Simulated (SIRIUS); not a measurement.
# Bi (R-3m) in SIRIUS: notebook, part 3 of 3

SIRIUS 7.12.0.

**7. Equation of state, PBEsol, 36.47 Å³/atom (volume scaled by 1.04)**

sirius.json

```json
{
  "control": {
    "processing_unit": "cpu",
    "std_evp_solver_name": "lapack",
    "gen_evp_solver_name": "lapack",
    "verbosity": 2,
    "print_forces": false,
    "ortho_rf": true,
    "use_second_variation": true,
    "rmt_max": 3.0,
    "num_bands_to_print": 24,
    "save_wf": true
  },
  "parameters": {
    "electronic_structure_method": "full_potential_lapwlo",
    "xc_functionals": ["XC_GGA_X_PBE_SOL", "XC_GGA_C_PBE_SOL"],
    "core_relativity": "dirac",
    "valence_relativity": "iora",
    "num_fv_states": 42,
    "smearing": "fermi_dirac",
    "smearing_width": 0.0018374661,
    "pw_cutoff": 20,
    "gk_cutoff": 3.4,
    "lmax_apw": 11,
    "lmax_rho": 8,
    "lmax_pot": 8,
    "num_mag_dims": 0,
    "auto_rmt": 0,
    "ngridk": [7, 7, 7],
    "shiftk": [0, 0, 0],
    "num_dft_iter": 80,
    "energy_tol": 1e-07,
    "density_tol": 1e-05,
    "use_symmetry": true
  },
  "settings": {"tol_ne": 1e-10},
  "iterative_solver": {"type": "exact"},
  "mixer": {"type": "anderson", "beta": 0.5, "max_history": 8},
  "unit_cell": {
    "lattice_vectors": [
      [4.3413414275, 2.5064746419, 7.5396703599],
      [-4.3413414275, 2.5064746419, 7.5396703599],
      [0.0, -5.0129492836, 7.5396703599]
    ],
    "atom_types": ["Bi"],
    "atom_files": {"Bi": "Bi.json"},
    "atoms": {"Bi": [[0.766, 0.766, 0.766], [0.234, 0.234, 0.234]]}
  }
}
```

Bi.json

```json
{
  "name": "bismuth",
  "symbol": "Bi",
  "number": 83,
  "mass": 208.9804,
  "rmin": 1e-06,
  "rmt": 2.65,
  "nrmt": 800,
  "rinf": 15.61,
  "core": "1s2s2p3s3p3d4s4p4d5s",
  "valence": [
    {"basis": [{"enu": -0.04, "dme": 0, "n": 0, "auto": 0}, {"enu": -0.04, "dme": 1, "n": 0, "auto": 0}]},
    {"l": 0, "n": 1, "basis": [{"enu": -0.0724, "dme": 0, "n": 0, "auto": 0}]},
    {"l": 1, "n": 2, "basis": [{"enu": 0.06, "dme": 0, "n": 0, "auto": 0}]},
    {"l": 2, "n": 3, "basis": [{"enu": 0.06, "dme": 0, "n": 0, "auto": 0}]},
    {"l": 3, "n": 4, "basis": [{"enu": 0.06, "dme": 0, "n": 0, "auto": 0}]},
    {"l": 4, "n": 5, "basis": [{"enu": 0.06, "dme": 0, "n": 0, "auto": 0}]}
  ],
  "lo": [
    {
      "l": 0,
      "basis": [{"enu": -0.0724, "dme": 0, "n": 0, "auto": 0}, {"enu": -0.0724, "dme": 1, "n": 0, "auto": 0}]
    },
    {
      "l": 0,
      "basis": [{"enu": -0.0724, "dme": 1, "n": 0, "auto": 0}, {"enu": -0.0724, "dme": 2, "n": 0, "auto": 0}]
    },
    {
      "l": 0,
      "basis": [{"enu": -0.0724, "dme": 0, "n": 0, "auto": 0}, {"enu": 1.6364, "dme": 0, "n": 0, "auto": 0}]
    },
    {"l": 1, "basis": [{"enu": 0.06, "dme": 0, "n": 0, "auto": 0}, {"enu": 0.06, "dme": 1, "n": 0, "auto": 0}]},
    {
      "l": 1,
      "basis": [{"enu": -3.2823, "dme": 0, "n": 5, "auto": 1}, {"enu": -3.2823, "dme": 1, "n": 5, "auto": 1}]
    },
    {
      "l": 1,
      "basis": [{"enu": -3.2823, "dme": 1, "n": 5, "auto": 1}, {"enu": 0.06, "dme": 0, "n": 0, "auto": 0}]
    },
    {"l": 1, "basis": [{"enu": 0.06, "dme": 0, "n": 0, "auto": 0}, {"enu": 2.6801, "dme": 0, "n": 0, "auto": 0}]},
    {"l": 2, "basis": [{"enu": 0.06, "dme": 0, "n": 0, "auto": 0}, {"enu": 0.06, "dme": 1, "n": 0, "auto": 0}]},
    {
      "l": 2,
      "basis": [{"enu": -0.7665, "dme": 0, "n": 5, "auto": 1}, {"enu": -0.7665, "dme": 1, "n": 5, "auto": 1}]
    },
    {
      "l": 2,
      "basis": [{"enu": -0.7665, "dme": 1, "n": 5, "auto": 1}, {"enu": 0.06, "dme": 0, "n": 0, "auto": 0}]
    },
    {"l": 2, "basis": [{"enu": 0.06, "dme": 0, "n": 0, "auto": 0}, {"enu": 3.0219, "dme": 0, "n": 0, "auto": 0}]},
    {"l": 3, "basis": [{"enu": 0.06, "dme": 0, "n": 0, "auto": 0}, {"enu": 0.06, "dme": 1, "n": 0, "auto": 0}]},
    {
      "l": 3,
      "basis": [{"enu": -5.4029, "dme": 0, "n": 4, "auto": 1}, {"enu": -5.4029, "dme": 1, "n": 4, "auto": 1}]
    },
    {
      "l": 3,
      "basis": [{"enu": -5.4029, "dme": 1, "n": 4, "auto": 1}, {"enu": 0.06, "dme": 0, "n": 0, "auto": 0}]
    },
    {"l": 3, "basis": [{"enu": 0.06, "dme": 0, "n": 0, "auto": 0}, {"enu": 3.3637, "dme": 0, "n": 0, "auto": 0}]},
    {"l": 4, "basis": [{"enu": 0.06, "dme": 0, "n": 0, "auto": 0}, {"enu": 0.06, "dme": 1, "n": 0, "auto": 0}]},
    {"l": 4, "basis": [{"enu": 0.06, "dme": 0, "n": 0, "auto": 0}, {"enu": 2.7941, "dme": 0, "n": 0, "auto": 0}]}
  ],
  "free_atom": [... radial grid and density of the free atom, the start of the SCF ...]
}
```

sirius_start.json

```json
{
  "control": {
    "processing_unit": "cpu",
    "std_evp_solver_name": "lapack",
    "gen_evp_solver_name": "lapack",
    "verbosity": 1,
    "print_forces": false,
    "ortho_rf": true,
    "use_second_variation": true,
    "rmt_max": 3.0,
    "num_bands_to_print": 24,
    "save_wf": false
  },
  "parameters": {
    "electronic_structure_method": "full_potential_lapwlo",
    "xc_functionals": ["XC_LDA_X", "XC_LDA_C_PW"],
    "core_relativity": "dirac",
    "valence_relativity": "iora",
    "num_fv_states": 42,
    "smearing": "fermi_dirac",
    "smearing_width": 0.0055123983,
    "pw_cutoff": 20,
    "gk_cutoff": 2.72,
    "lmax_apw": 11,
    "lmax_rho": 8,
    "lmax_pot": 8,
    "num_mag_dims": 0,
    "auto_rmt": 0,
    "ngridk": [3, 3, 3],
    "shiftk": [0, 0, 0],
    "num_dft_iter": 30,
    "energy_tol": 0.01,
    "density_tol": 0.05,
    "use_symmetry": true
  },
  "settings": {"tol_ne": 1e-10},
  "iterative_solver": {"type": "exact"},
  "mixer": {"type": "anderson", "beta": 0.5, "max_history": 8},
  "unit_cell": {
    "lattice_vectors": [
      [4.3413414275, 2.5064746419, 7.5396703599],
      [-4.3413414275, 2.5064746419, 7.5396703599],
      [0.0, -5.0129492836, 7.5396703599]
    ],
    "atom_types": ["Bi"],
    "atom_files": {"Bi": "Bi.json"},
    "atoms": {"Bi": [[0.766, 0.766, 0.766], [0.234, 0.234, 0.234]]}
  }
}
```

Run with:

```sh
OMP_NUM_THREADS=1 sirius.scf --input=sirius_start.json --output=start.json
OMP_NUM_THREADS=1 sirius.scf --input=sirius.json --output=output.json --task=1
```

Run time: 2.8 min. Hardware: 1 thread of Intel Xeon at 2.50GHz (Skylake/Cascade Lake), shared host; peak memory 0.68 GiB.

The run converged. Its results:

| Item | Value |
| --- | --- |
| Free energy | -1174192.1107 eV |
| Band gap on the k mesh | 0.24 eV, indirect (least direct gap 0.49 eV) |
| All electrons inside the program's atomic spheres | Bi 80.81 (radii Bi 2.65 bohr) |

Caveat: spin-orbit coupling is left out, which as a rule narrows the gap of such compounds by several tenths of an eV; an odd mesh through Γ misses points on the zone boundary, where band edges often lie.

**8. Equation of state, PBEsol, 37.17 Å³/atom (volume scaled by 1.06)**

sirius.json, as its differences from that of step 7:

```diff
@@ -40,5 +40,5 @@
     "lattice_vectors": [
-      [4.3413414275, 2.5064746419, 7.5396703599],
-      [-4.3413414275, 2.5064746419, 7.5396703599],
-      [0.0, -5.0129492836, 7.5396703599]
+      [4.3689940292, 2.5224398789, 7.5876950329],
+      [-4.3689940292, 2.5224398789, 7.5876950329],
+      [0.0, -5.0448797578, 7.5876950329]
     ],
```

Bi.json is that of step 7.

sirius_start.json, as its differences from that of step 7:

```diff
@@ -40,5 +40,5 @@
     "lattice_vectors": [
-      [4.3413414275, 2.5064746419, 7.5396703599],
-      [-4.3413414275, 2.5064746419, 7.5396703599],
-      [0.0, -5.0129492836, 7.5396703599]
+      [4.3689940292, 2.5224398789, 7.5876950329],
+      [-4.3689940292, 2.5224398789, 7.5876950329],
+      [0.0, -5.0448797578, 7.5876950329]
     ],
```

Run with:

```sh
OMP_NUM_THREADS=1 sirius.scf --input=sirius_start.json --output=start.json
OMP_NUM_THREADS=1 sirius.scf --input=sirius.json --output=output.json --task=1
```

Run time: 3.8 min. Hardware: 1 thread of Intel Xeon at 2.50GHz (Skylake/Cascade Lake), shared host; peak memory 0.69 GiB.

It converged, with:

```yaml
Free_energy: -1174192.0899 eV
Band_gap_on_the_k_mesh: 0.24 eV, indirect (least direct gap 0.48 eV)
All_electrons_inside_the_program's_atomic_spheres: Bi 80.79 (radii Bi 2.65 bohr)
```

Caveat: spin-orbit coupling is left out, which as a rule narrows the gap of such compounds by several tenths of an eV; an odd mesh through Γ misses points on the zone boundary, where band edges often lie.

**9. Equation of state, PBEsol**

Potentials or basis: all-electron FP-LAPW, apw+lo standard.

This step only gathers the single runs of the series.

What came out:

- Equilibrium volume: 34.82 Å³/atom
- Bulk modulus at fixed shape and positions: 50 GPa
- Pressure derivative of the bulk modulus: 5.4

Energy against volume, from the lowest point:
```tsv
volume (Å³/atom)	energy (meV/atom)
32.965	17.08
33.667	6.13
34.368	0.68
35.070	0.00
35.771	3.42
36.472	10.80
37.174	21.19
```

Caveat: the cell was scaled at fixed shape and fractional positions, which overstates the stiffness of a crystal with free parameters, most of all of layers and chains; spin-orbit coupling is left out, which moves the levels of the heavy elements.
